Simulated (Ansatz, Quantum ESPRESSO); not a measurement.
This is a calculation of TePt for Ansatz 0.2.0. 

The input input.yaml:

```yaml
crystal:
  lattice:
    - [1.9815661262, 1.1440577364, 6.6610334788]
    - [-1.9815661262, 1.1440577364, 6.6610334788]
    - [0.0, -2.2881154728, 6.6610334788]
  atoms:
    - { symbol: Pt, position: [0.1296666667, 0.1296666667, 0.1296666667] }
    - { symbol: Pt, position: [0.8703333333, 0.8703333333, 0.8703333333] }
    - { symbol: Te, position: [0.402, 0.402, 0.402] }
    - { symbol: Te, position: [0.598, 0.598, 0.598] }
kpoints:
  mp_grid: { grid: [8, 8, 8] }
scf:
  occupations: { method: fermi_dirac, width: 0.05 }
hamiltonian:
  xc: pbesol
  pseudopotentials: { kind: all_electron, lapw: { basis_error: 0.001 } }
output:
  forces: true
  stress: true
  eigenvalues: true
  populations: true
```

Potentials or basis: all-electron LAPW, scalar-relativistic.

Command:

```console
$ ansatz run input.yaml --threads 2 --pin off --max-ram 8192MiB --backend cpu --events-out ev --progress --plain --runs-dir out
```

Task: Set up the same calculation for Quantum ESPRESSO 7.5. Potentials or basis there: GBRV 1.5 PBEsol, cutoff 612 eV.

Result: As run (cutoffs and basis follow the program's own potentials, and thresholds, step limits or extra output files can differ):

Contents of pw.in:

```
&CONTROL
  calculation = 'scf'
  prefix = 'pwscf'
  outdir = './tmp'
  pseudo_dir = './pseudo'
  tprnfor = .true.
  tstress = .true.
  disk_io = 'low'
/
&SYSTEM
  ibrav = 0
  celldm(1) = 8
  nat = 4
  ntyp = 2
  ecutwfc = 45
  ecutrho = 360
  nbnd = 31
  occupations = 'smearing'
  smearing = 'fd'
  degauss = 0.00367493
/
&ELECTRONS
  conv_thr = 8d-10
  electron_maxstep = 120
  mixing_beta = 0.5
/
ATOMIC_SPECIES
Pt   195.0840 pt_pbesol_v1.4.uspp.F.UPF
Te   127.6000 te_pbesol_v1.uspp.F.UPF
CELL_PARAMETERS alat
  0.4680771595442   0.2702444740694   1.5734411227369
 -0.4680771595442   0.2702444740694   1.5734411227369
  0.0000000000000  -0.5404889481388   1.5734411227369
ATOMIC_POSITIONS crystal
Pt     0.1296666667    0.1296666667    0.1296666667
Pt     0.8703333333    0.8703333333    0.8703333333
Te     0.4020000000    0.4020000000    0.4020000000
Te     0.5980000000    0.5980000000    0.5980000000
K_POINTS automatic
8 8 8 0 0 0
```

pp_density.in

```
&INPUTPP
  prefix = 'pwscf'
  outdir = './tmp'
  filplot = 'density.dat'
  plot_num = 0
/
&PLOT
  nfile = 1
  filepp(1) = 'density.dat'
  iflag = 3
  output_format = 6
  fileout = 'density.cube'
/
```

pp_potential.in

```
&INPUTPP
  prefix = 'pwscf'
  outdir = './tmp'
  filplot = 'potential.dat'
  plot_num = 11
/
&PLOT
  nfile = 1
  filepp(1) = 'potential.dat'
  iflag = 3
  output_format = 6
  fileout = 'potential.cube'
/
```

Potentials or basis: GBRV 1.5 PBEsol.

Launch:

```sh
$ OMP_NUM_THREADS=1 mpirun -n 2 pw.x -nk 2 -in pw.in > pw.out
$ OMP_NUM_THREADS=1 mpirun -n 1 pp.x -in pp_density.in > pp_density.out
$ OMP_NUM_THREADS=1 mpirun -n 1 pp.x -in pp_potential.in > pp_potential.out
```

Both were run:

|  | Ansatz | Quantum ESPRESSO |
| --- | --- | --- |
| Pressure | -0.3 GPa | 0.8 GPa |

Where Ansatz's input types no cutoff or centring, it takes its own default and a Γ-centred mesh.

Pressure is positive in compression.
